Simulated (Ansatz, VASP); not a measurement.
## Fe: VASP beside Ansatz

```
Fe
1.0
     2.48200    0.00000    0.00000
    -1.24100    2.14948    0.00000
     0.00000    0.00000    8.00092
Fe
4
Cartesian
  0.0000 0.0000 0.0000
  -1.2410 2.1495 4.0005
  0.0000 1.4330 2.0002
  1.2410 0.7165 6.0007
```

Alike in both runs: task single point; functional PBEsol; k mesh 17 × 17 × 5; occupations fermi-dirac, width 0.05 eV; collinear spin.

|  | VASP | Ansatz |
| --- | --- | --- |
| version | VASP 6.6.1 | Ansatz 0.2.0 |
| potentials or method | VASP PAW PBE potentials, release 64 (Fe) | plane waves (420 eV) with PAW, scalar-relativistic |
| plane-wave cutoff (eV) | 520 | 420 |
| valence electrons in the cell | 32 | 64 |

Ansatz gave:

| Item | Value |
| --- | --- |
| pressure (GPa) | -17.6 |
| largest component of the traceless stress (GPa) | 2.19 |
| net moment per atom (μB) | 0.34 |
| size of the moment on the site where the two differ most (μB) | 0.38 |

Question: Which values does VASP return?

Answer: Pressure (GPa): -17.4; largest component of the traceless stress (GPa): 2.40; net moment per atom (μB): 0.34; size of the moment on the site where the two differ most (μB): 0.43.

Site moments also hang on the region over which each program counts them. The functional is the same, so the differences come from potentials, cutoffs and numerics. The two sets of potentials don't hold the same shells in valence. Ansatz warned: «pseudo_functional_mismatch».

Caveats: so large a pressure means that the cell lies far from this level's equilibrium, or that cutoff or potentials fall short (VASP); the potentials were made for another functional, which shifts forces and pressure (VASP).
